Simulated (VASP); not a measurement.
# AgCl (Chlorargyrite) (Fm-3m) in VASP: settings compared, part 2 of 2

VASP 6.6.1.

### Step 3. Relaxation of the atoms, PBE (a relaxed cell with its volume scaled by 1.04)

Input file INCAR:

```
SYSTEM = AgCl
  ALGO = Fast
  EDIFF = 1E-7
  EDIFFG = -0.01
  ENCUT = 300
  GGA = PE
  IBRION = 2
  ISIF = 2
  ISMEAR = 0
  LASPH = .TRUE.
  LCHARG = .FALSE.
  LREAL = .FALSE.
  LWAVE = .FALSE.
  NELM = 80
  NSW = 40
  PREC = Accurate
  SIGMA = 0.03
```

Input file KPOINTS:

```
k-points
0
G
  4 4 4
  0 0 0
```

Input file POSCAR:

```
AgCl                                    
1.0
    0.0000000000      2.8357123733      2.8357123733
    2.8357123733     -0.0000000000      2.8357123733
    2.8357123733      2.8357123733     -0.0000000000
  Ag              Cl            
     1     1
Direct
     0.0000000000000000    0.0000000000000000    0.0000000000000000
     0.5000000000000000    0.5000000000000000    0.5000000000000000
```

Potentials or basis: VASP PAW PBE potentials, release 64 (Ag, Cl).

The run is started by

```sh
> cat potpaw_PBE.64/Ag/POTCAR potpaw_PBE.64/Cl/POTCAR > POTCAR
> mpirun -np 1 vasp_std > vasp.out
```

OUTCAR:

```text
SYSTEM = AgCl
   EDIFF = 1E-7
   EDIFFG = -0.01
   ENCUT = 300
   GGA = PE
   IBRION = 2
   ISIF = 2
   ISMEAR = 0
   LASPH = .TRUE.
   LREAL = .FALSE.
   NELM = 80
   NSW = 40
   PREC = Accurate

 ion  position               nearest neighbor table
   1  0.000  0.000  0.000-   2 2.84   2 2.84   2 2.84   2 2.84   2 2.84   2 2.84
   2  0.500  0.500  0.500-   1 2.84   1 2.84   1 2.84   1 2.84   1 2.84   1 2.84

  LATTYP: Found a face centered cubic cell.
 ALAT       =     5.6714247466

  Lattice vectors:

 A1 = (   0.0000000000,   2.8357123733,   2.8357123733)
 A2 = (   2.8357123733,   0.0000000000,   2.8357123733)
 A3 = (   2.8357123733,   2.8357123733,   0.0000000000)

Analysis of symmetry for initial positions (statically):
=====================================================================
 Subroutine PRICEL returns:
 Original cell was already a primitive cell.

 Routine SETGRP: Setting up the symmetry group for a
 face centered cubic supercell.

 Subroutine GETGRP returns: Found 48 space group operations
 (whereof 48 operations were pure point group operations)
 out of a pool of 48 trial point group operations.

The static configuration has the point symmetry O_h .

Analysis of symmetry for dynamics (positions and initial velocities):
=====================================================================
 Subroutine PRICEL returns:
 Original cell was already a primitive cell.

 Routine SETGRP: Setting up the symmetry group for a
 face centered cubic supercell.

 Subroutine GETGRP returns: Found 48 space group operations
 (whereof 48 operations were pure point group operations)
 out of a pool of 48 trial point group operations.

The dynamic configuration has the point symmetry O_h .

 Subroutine INISYM returns: Found 48 space group operations
 (whereof 48 operations are pure point group operations),
 and found     1 'primitive' translations

[... 109 lines left out ...]
 non-spin polarized calculation
 RMM-DIIS sequential band-by-band and
 Gauss-broadening in eV      SIGMA  =   0.03
  energy-cutoff  :      300.00
  volume of cell :       45.61
 maximum number of plane-waves:       544
 NGX is ok and might be reduce to    24
   NGX = 11   NGY = 11   NGZ = 11

 number of electron      18.0000008 magnetization

 Free energy of the ion-electron system (eV)
  ---------------------------------------------------
  ext. energy  EPLUGINS =         0.00000000
  ---------------------------------------------------
  free energy    TOTEN  =        -5.38815550 eV

  energy without entropy =       -5.38815550  energy(sigma->0) =       -5.38815550

 E-fermi :   3.1560     XC(G=0):  -9.6162

 val. band max:        3.0135985632   @ k =   0.5000   0.0000   0.0000
 cond. band min:       3.9312082906   @ k =   0.0000   0.0000   0.0000
 fundamental gap:      0.9176097274
 Fermi energy:         3.1560041277

 k-point     1 :       0.0000    0.0000    0.0000
  band No.  band energies     occupation
      1     -11.7097      2.00000
      2       0.8218      2.00000
      3       0.8218      2.00000
      4       0.8218      2.00000
      5       0.8593      2.00000
      6       0.8593      2.00000
      7       0.9587      2.00000
      8       0.9587      2.00000
      9       0.9587      2.00000
     10       3.9312      0.00000
     11      13.8995      0.00000
     12      13.8995      0.00000
     13      13.8995      0.00000
[... 98 lines left out ...]
  band No.  band energies     occupation
      1     -11.3030      2.00000
      2      -0.7589      2.00000
      3      -0.5350      2.00000
      4      -0.5350      2.00000
      5       1.2143      2.00000
      6       1.2186      2.00000
      7       1.2186      2.00000
      8       1.2328      2.00000
      9       1.9758      2.00000
     10       7.1121      0.00000
     11      10.8822      0.00000
     12      10.8822      0.00000
     13      10.9777      0.00000

------------------------ aborting loop because EDIFF is reached ----------------------------------------

  FORCE on cell =-STRESS in cart. coord.  units (eV):
  Direction    XX          YY          ZZ          XY          YZ          ZX
  --------------------------------------------------------------------------------------
  -------------------------------------------------------------------------------------
  Total       -0.4381186     -0.4381186     -0.4381186     -0.0000000     -0.0000000      0.0000000
  in kB      -15.3916700    -15.3916700    -15.3916700     -0.0000000     -0.0000000      0.0000000
  external PRESSURE =     -15.3916700 kB  Pullay stress =       0.0000000 kB

 VOLUME and BASIS-vectors are now :
 -----------------------------------------------------------------------------
  energy-cutoff  :      300.00
  volume of cell :       45.61
      direct lattice vectors                 reciprocal lattice vectors
     0.000000000  2.835712373  2.835712373    -0.176322537  0.176322537  0.176322537
     2.835712373  0.000000000  2.835712373     0.176322537 -0.176322537  0.176322537
     2.835712373  2.835712373  0.000000000     0.176322537  0.176322537 -0.176322537

 POSITION                                       TOTAL-FORCE (eV/Angst)
 -----------------------------------------------------------------------------------
      0.00000      0.00000      0.00000         0.000000     -0.000000      0.000000
      2.83571      2.83571      2.83571         0.000000      0.000000     -0.000000
 -----------------------------------------------------------------------------------
    total drift:                                0.000000     -0.000000     -0.000000

  FREE ENERGIE OF THE ION-ELECTRON SYSTEM (eV)
  ---------------------------------------------------
  free  energy   TOTEN  =        -5.3881554958 eV

  energy  without entropy=       -5.3881554958  energy(sigma->0) =       -5.38815550

 reached required accuracy - stopping structural energy minimisation
```

OSZICAR:

```text
N       E                     dE             d eps       ncg     rms          rms(c)
DAV:   1     0.614331814326E+02    0.61433E+02   -0.63978E+03   245   0.762E+02
DAV:   2    -0.342244174868E+01   -0.64856E+02   -0.61032E+02   248   0.192E+02
DAV:   3    -0.557542378455E+01   -0.21530E+01   -0.21488E+01   228   0.374E+01
DAV:   4    -0.559064150379E+01   -0.15218E-01   -0.15217E-01   243   0.352E+00
DAV:   5    -0.559083183605E+01   -0.19033E-03   -0.19033E-03   238   0.382E-01    0.517E+00
RMM:   6    -0.539678572542E+01    0.19405E+00   -0.35822E-01   208   0.382E+00    0.368E+00
RMM:   7    -0.538827292691E+01    0.85128E-02   -0.65505E-02   208   0.167E+00    0.162E+00
RMM:   8    -0.538788397409E+01    0.38895E-03   -0.52763E-03   208   0.630E-01    0.419E-01
RMM:   9    -0.538808219806E+01   -0.19822E-03   -0.12883E-03   208   0.355E-01    0.651E-02
RMM:  10    -0.538814021815E+01   -0.58020E-04   -0.34297E-04   208   0.144E-01    0.310E-02
RMM:  11    -0.538815390198E+01   -0.13684E-04   -0.98983E-05   208   0.953E-02    0.991E-03
RMM:  12    -0.538815496784E+01   -0.10659E-05   -0.16922E-05   208   0.336E-02    0.409E-03
RMM:  13    -0.538815532059E+01   -0.35275E-06   -0.32883E-06   197   0.150E-02    0.277E-03
RMM:  14    -0.538815546743E+01   -0.14684E-06   -0.12510E-06   185   0.859E-03    0.807E-04
RMM:  15    -0.538815549582E+01   -0.28386E-07   -0.25096E-07   145   0.384E-03
   1 F= -.53881555E+01 E0= -.53881555E+01  d E =-.538816E+01
```

Run time: 2.3 s. Hardware: 1 thread of Intel Xeon 6975P-C (Granite Rapids), shared host; peak memory 0.13 GiB.

Results:

| Property | Result |
| --- | --- |
| Free energy | -5.3882 eV |
| Pressure after relaxing | -1.5 GPa |
| Band gap on the k mesh | 0.92 eV, indirect (least direct gap 2.97 eV) |

Final structure:
```
CELL_PARAMETERS angstrom
0.00000 2.83571 2.83571
2.83571 0.00000 2.83571
2.83571 2.83571 0.00000
ATOMIC_POSITIONS crystal
Ag 0.00000 0.00000 0.00000
Cl 0.50000 0.50000 0.50000
```

Levels at points of the mesh, in eV from the valence-band top:
```tsv
k point	band 6	band 7	band 8	band 9	band 10	band 11	band 12	band 13
(0.00, 0.00, 0.00)	-2.15	-2.05	-2.05	-2.05	0.92	10.89	10.89	10.89
(0.50, 0.00, 0.00)	-1.88	-1.60	0.00	0.00	4.41	6.17	7.78	7.78
(0.50, 0.50, 0.00)	-1.99	-1.78	-1.78	-1.73	2.47	8.12	8.42	11.16
```

Caveat: the k mesh is coarse (spacing up to 0.48 Å⁻¹), so the values aren't converged; the cutoff is under 1.25 times the usual one of these potentials, so pressure, stress and relaxed cells hold a basis-set (Pulay) error; the relaxation stopped at its first step, so nothing moved. A k mesh can miss the band edges.

### Step 4. Relaxation of the atoms, PBE (a relaxed cell with its volume scaled by 1.06)

INCAR is that of step 3.

KPOINTS is that of step 3.

Input file POSCAR:

```
AgCl                                    
1.0
    0.0000000000      2.8537747226      2.8537747226
    2.8537747226     -0.0000000000      2.8537747226
    2.8537747226      2.8537747226     -0.0000000000
  Ag              Cl            
     1     1
Direct
     0.0000000000000000    0.0000000000000000    0.0000000000000000
     0.5000000000000000    0.5000000000000000    0.5000000000000000
```

The run is started by

```sh
> cat potpaw_PBE.64/Ag/POTCAR potpaw_PBE.64/Cl/POTCAR > POTCAR
> mpirun -np 1 vasp_std > vasp.out
```

It took 2.3 s on 1 thread of Intel Xeon 6975P-C (Granite Rapids), shared host; peak memory 0.13 GiB.

The run converged. Its results:

| Quantity | Value |
| --- | --- |
| Free energy | -5.3802 eV |
| Pressure after relaxing | -2.2 GPa |
| Band gap on the k mesh | 0.93 eV, indirect (least direct gap 2.91 eV) |

Final structure:
```
CELL_PARAMETERS angstrom
0.00000 2.85377 2.85377
2.85377 0.00000 2.85377
2.85377 2.85377 0.00000
ATOMIC_POSITIONS crystal
Ag 0.00000 0.00000 0.00000
Cl 0.50000 0.50000 0.50000
```

Levels at points of the mesh, in eV from the valence-band top:
```csv
k point,band 6,band 7,band 8,band 9,band 10,band 11,band 12,band 13
"(0.00, 0.00, 0.00)",-2.09,-1.98,-1.98,-1.98,0.93,10.89,10.89,10.89
"(0.50, 0.00, 0.00)",-1.83,-1.56,0.00,0.00,4.45,6.07,7.81,7.81
"(0.50, 0.50, 0.00)",-1.94,-1.74,-1.74,-1.70,2.49,8.15,8.36,11.07
```

Caveat: the k mesh is coarse (spacing up to 0.48 Å⁻¹), so the values aren't converged; the cutoff is under 1.25 times the usual one of these potentials, so pressure, stress and relaxed cells hold a basis-set (Pulay) error; the relaxation stopped at its first step, so nothing moved. A k mesh can miss the band edges.

### Step 5. Single point, LDA

Input file INCAR:

```
SYSTEM = AgCl
  PREC = Accurate
  ENCUT = 520
  EDIFF = 1E-6
  ISMEAR = 0
  SIGMA = 0.03
  LREAL = .FALSE.
  LASPH = .TRUE.
  NELM = 80
  ALGO = Normal
  ISIF = 2
  LWAVE = .FALSE.
  LCHARG = .FALSE.
  NBANDS = 16
  KPAR = 4
```

Input file KPOINTS:

```
Automatic mesh
0
G
  6 6 6
  0 0 0
```

Input file POSCAR:

```
AgCl
1.0
    0.0000000000      2.7350000000      2.7350000000
    2.7350000000      0.0000000000      2.7350000000
    2.7350000000      2.7350000000      0.0000000000
Ag Cl
1 1
Direct
    0.0000000000      0.0000000000      0.0000000000
    0.5000000000      0.5000000000      0.5000000000
```

Potentials or basis: VASP PAW LDA potentials, release 64 (Ag, Cl).

The run is started by

```sh
> cat potpaw_LDA.64/Ag/POTCAR potpaw_LDA.64/Cl/POTCAR > POTCAR
> mpirun -np 4 vasp_std > vasp.out
```

Run time: 4.4 s. Hardware: 4 MPI ranks of AMD EPYC 7R13 (Zen 3), shared host; peak memory 0.12 GiB.

Results (log left out):

* Free energy: -6.7616 eV
* Pressure: -3.7 GPa
* Band gap on the k mesh: 0.64 eV, indirect (least direct gap 3.12 eV)

Levels at points of the mesh, in eV from the valence-band top:
| k point | band 6 | band 7 | band 8 | band 9 | band 10 | band 11 | band 12 | band 13 |
| --- | --- | --- | --- | --- | --- | --- | --- | --- |
| (0.00, 0.00, 0.00) | -2.66 | -2.48 | -2.48 | -2.48 | 0.64 | 10.73 | 10.73 | 10.73 |
| (0.50, 0.00, 0.00) | -2.28 | -1.94 | 0.00 | 0.00 | 3.86 | 6.57 | 7.37 | 7.37 |
| (0.50, 0.50, 0.00) | -2.44 | -2.14 | -2.14 | -2.03 | 2.05 | 7.79 | 8.52 | 11.44 |

### Step 6. Relaxation of cell and atoms, PBEsol

Input file INCAR:

```
ALGO = Normal ; EDIFF = 1E-6
EDIFFG = -0.01 ; ENCUT = 600
GGA = PS ; IBRION = 2
ISIF = 3 ; ISMEAR = 0
LASPH = True ; LCHARG = False
LREAL = False ; LWAVE = False
NELM = 80 ; NSW = 90
PREC = Accurate ; SIGMA = 0.03
```

Input file KPOINTS:

```
k-points
0
Gamma
  8 8 8
```

POSCAR is that of step 5.

Potentials or basis: VASP PAW PBE potentials, release 64 (Ag, Cl).

The run is started by

```sh
> cat potpaw_PBE.64/Ag/POTCAR potpaw_PBE.64/Cl/POTCAR > POTCAR
> mpirun -np 1 vasp_std > vasp.out
```

Run time: 17 s. Hardware: 1 thread of Intel Xeon Platinum 8488C (Sapphire Rapids), shared host; peak memory 0.19 GiB.

It converged, with:

| Item | Value |
| --- | --- |
| Free energy | -6.0615 eV |
| Relaxed volume | 20.18 Å³/atom |
| Relaxed cell | a = 3.850 Å, b = 3.850 Å, c = 3.850 Å, α = 60.00°, β = 60.00°, γ = 60.00° |
| Space group after relaxing (to 0.05 Å) | Fm-3m (No. 225) |
| Energy gained by relaxing | 0.6 meV/atom |
| Ionic steps | 2 |
| Pressure after relaxing | 0.0 GPa |
| Band gap on the k mesh | 0.72 eV, indirect (least direct gap 3.23 eV) |

The path:
| step | energy change (eV) | largest force (eV/Å) | pressure (GPa) | volume (Å³) |
| --- | --- | --- | --- | --- |
| 1 | 0.0000 | 0.0000 | -0.74 | 40.92 |
| 2 | -0.0013 | 0.0000 | 0.01 | 40.36 |

Final structure:
```xyz
2
Lattice="0.0000 2.7225 2.7225 2.7225 0.0000 2.7225 2.7225 2.7225 0.0000" Properties=species:S:1:pos:R:3 pbc="T T T"
Ag    2.7225    2.7225    0.0000
Cl    2.7225    2.7225    2.7225
```

Levels at points of the mesh, in eV from the valence-band top:
| k point | band 5 | band 6 | band 7 | band 8 | band 9 | band 10 | band 11 | band 12 | band 13 |
| --- | --- | --- | --- | --- | --- | --- | --- | --- | --- |
| (0.00, 0.00, 0.00) | -2.67 | -2.67 | -2.57 | -2.57 | -2.57 | 0.72 | 10.72 | 10.72 | 10.72 |
| (0.50, 0.00, 0.00) | -2.28 | -2.28 | -1.94 | 0.00 | 0.00 | 3.88 | 6.75 | 7.42 | 7.42 |
| (0.50, 0.50, 0.00) | -3.11 | -2.45 | -2.14 | -2.14 | -2.02 | 2.14 | 7.78 | 8.64 | 11.64 |

Caveat: the PAW data sets were made with another functional, which shifts forces and pressure a little. Expect the measured gap to be larger: semilocal functionals such as PBEsol lack the derivative discontinuity.

### Step 7. Overview

```csv
task,level,potentials or basis,cell,k mesh,cutoff (eV),mesh quality,gap on the mesh (eV),pressure (GPa)
relaxation of the atoms,PBE,"VASP PAW PBE potentials, release 64 (Ag, Cl)",atoms relaxed from: a relaxed cell with its volume scaled by 1.02,4 × 4 × 4,300,coarse,0.91,-0.8
relaxation of the atoms,PBE,"VASP PAW PBE potentials, release 64 (Ag, Cl)",atoms relaxed from: a relaxed cell with its volume scaled by 1.04,4 × 4 × 4,300,coarse,0.92,-1.5
relaxation of the atoms,PBE,"VASP PAW PBE potentials, release 64 (Ag, Cl)",atoms relaxed from: a relaxed cell with its volume scaled by 1.06,4 × 4 × 4,300,coarse,0.93,-2.2
single point,LDA,"VASP PAW LDA potentials, release 64 (Ag, Cl)",as given,6 × 6 × 6,520,not flagged,0.64,-3.7
relaxation of cell and atoms,PBEsol,"VASP PAW PBE potentials, release 64 (Ag, Cl)",relaxed,8 × 8 × 8,600,not flagged,0.72,0.0
```

Alike in all rows: no spin polarisation; smearing gaussian 0.03 eV.

Caveats: some runs use coarse meshes; the cutoff is under 1.25 times the usual one of these potentials, so pressure, stress and relaxed cells hold a basis-set (Pulay) error (some runs); the relaxation stopped at its first step, so nothing moved (some runs); the PAW data sets were made with another functional, which shifts forces and pressure a little (some runs).

Total energies depend on the potentials used, so only differences within one code and one set of settings carry meaning.

### Step 8. Comparison with measurements

Step 5. A measured gap of AgCl is 3.249 eV (indirect; a printed reference work, data compilation); the calculated 0.64 eV misses it by -2.61 eV. So large a miss can be the level of theory's own, or it may mean another phase, state or a wrong row. Spin-orbit coupling on Ag is left out. The value is that of LDA on a finite k mesh, which can miss the band edges, without temperature or zero-point motion. Semilocal functionals fall short of measured gaps as a rule.
